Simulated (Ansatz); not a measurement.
## ZnCu: strain and displacement

```
CELL_PARAMETERS angstrom
2.94500 0.00000 0.00000
0.00000 2.94500 0.00000
0.00000 0.00000 2.94500
ATOMIC_POSITIONS crystal
Zn 0.50000 0.50000 0.50000
Cu 0.00000 0.00000 0.00000
```

Atoms are numbered in the order listed.

The cell is COD entry 9008814, as deposited and not checked against the literature; nothing was relaxed.

Computed with Ansatz 0.2.0, DFT, PBE, all-electron LAPW, scalar-relativistic.

Sampling and basis: a Γ-centred 14×14×14 k mesh, Fermi–Dirac smearing of 0.05 eV, basis error target 0.5 meV/atom, no spin polarisation.

The unchanged cell is at 2.24 GPa, so energy changes include a term −P ΔV where the volume moves.

In a metal, stresses and small energies carry noise from the k mesh.

x, y and z are the Cartesian axes of the cell as listed; fractional coordinates follow a strain, and an engineering shear is twice the off-diagonal strain component.

**Question.** One change gave: energy change +6 meV/atom; stress change (xx, yy, zz, yz, xz, xy) 0.19, 0.19, 0.40, 0.00, 0.00, -3.93 GPa, compression positive. Which change was it?
A. x and y strained by +1 %, z held
B. atom 2 (Cu) moved by (0.2000, 0.0000, 0.0000) Å
C. xy engineering shear strain of +4 %

**Answer.** C. For x and y strained by +1 %, z held: energy change -1 meV/atom; stress change (xx, yy, zz, yz, xz, xy) -2.57, -2.57, -2.03, 0.00, 0.00, 0.00 GPa, compression positive. For atom 2 (Cu) moved by (0.2000, 0.0000, 0.0000) Å: energy change +48 meV/atom; stress change (xx, yy, zz, yz, xz, xy) 0.71, 2.97, 2.97, 0.00, 0.00, 0.00 GPa, compression positive; change of the force on Cu2 (-0.958, 0.000, 0.000) eV/Å.

**Question.** What force constant does this one finite step give for Cu2 along its displacement (all its periodic images move with it)?

**Answer.** k = −ΔF·u/|u|² = 4.79 eV/Å², so the force pulls the atom back.
